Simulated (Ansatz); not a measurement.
**Sb in Ansatz: the effect of functional**

The system is Sb.

```
CELL_PARAMETERS angstrom
2.15420 1.24373 3.75800
-2.15420 1.24373 3.75800
0.00000 -2.48746 3.75800
ATOMIC_POSITIONS crystal
Sb 0.76651 0.76651 0.76651
Sb 0.23349 0.23349 0.23349
```

Alike in all runs:

```yaml
Program: Ansatz 0.2.0
Potentials_or_basis: Ansatz PAW
k_mesh: 4 × 4 × 4
Occupations: fermi-dirac, width 0.05 eV
Spin: no spin polarisation
```

```tsv
functional	cutoff	pressure (GPa)	largest force (eV/Å)
LDA	420 eV (not typed: the program's choice for these potentials)	-1.2	0.23
PBE	420 eV (not typed: the program's choice for these potentials)	2.7	0.07
PBEsol	420 eV (not typed: the program's choice for these potentials)	0.1	0.14
RPBE	420 eV (not typed: the program's choice for these potentials)	4.1	0.03
revPBE	420 eV (not typed: the program's choice for these potentials)	3.7	0.04
BLYP	420 eV (not typed: the program's choice for these potentials)	6.8	0.08
r2SCAN	500 eV (not typed: the program's choice for these potentials)	1.8	0.21
HSE06	420 eV (not typed: the program's choice for these potentials)	0.8	0.32
PBE0	420 eV (not typed: the program's choice for these potentials)	0.7	0.40
r2SCAN0	500 eV (not typed: the program's choice for these potentials)	?	?
```

What does the run with functional r2SCAN0 give?

Pressure 0.4 GPa; largest force 0.51 eV/Å.

Caveats: all runs use coarse meshes; the PAW data sets come from PBE, with cores solved anew for the run's functional, which leaves a small shift of forces and pressure (some runs); the thresholds are loose for stress (some runs).
